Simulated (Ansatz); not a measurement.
# TiTe₂: stiffness from a series of strains

```
CELL_PARAMETERS angstrom
3.77700 0.00000 0.00000
-1.88850 3.27098 0.00000
0.00000 0.00000 6.49800
ATOMIC_POSITIONS crystal
Ti 0.00000 0.00000 0.00000
Te 0.66667 0.33333 0.26280
Te 0.33333 0.66667 0.73720
```

Atom numbers follow the list: Ti1, Te2, Te3.

The conventional cell has a = 3.777 Å, b = 3.777 Å, c = 6.498 Å, α = 90.00°, β = 90.00°, γ = 120.00°. Ti (atom 1) has 6 Te at 2.77 Å as nearest neighbours. Te (atom 2) is surrounded by 3 Ti at 2.77 Å.

The cell is COD entry 1008063, as deposited and not checked against the literature; nothing was relaxed.

No spin–orbit coupling, which matters for the heavy atoms here.

These are results of DFT, PBEsol, all-electron LAPW, scalar-relativistic (Ansatz 0.2.0), not measurements.

Numerical set-up: a Γ-centred 13×13×7 k mesh, Fermi–Dirac smearing of 0.03 eV, basis error target 1 meV/atom, no spin polarisation.

The strain is applied along the Cartesian axes of the cell as listed (γ is the engineering shear, twice εxy = εyz = εzx). Fractional coordinates are held (clamped ions).

σ is the change of stress from the unstrained cell, which is at -2.26 GPa; tension is positive, so slopes are stress–strain coefficients at that pressure. In a metal the k mesh adds noise.

Only quantities that a quadratic follows smoothly over the whole series are listed; rougher ones are left out.

```tsv
γ	σxy (GPa)	σyz (GPa)
-0.0200	-1.06	-1.14
0.0000	0.00	0.00
0.0100	0.49	0.54
0.0200	0.96	1.06
```

Fit the series and read off the stiffness at zero strain.

Least-squares fits y = p0 + p1 x + p2 x² to the rows give σxy (GPa): p1 = 50.5, p2 = -120; σyz (GPa): p1 = 55, p2 = -100.

One run, at γ = -0.0100, is withheld. Predict its row.

The fits give -0.52, -0.56; the run gave -0.52, -0.56.
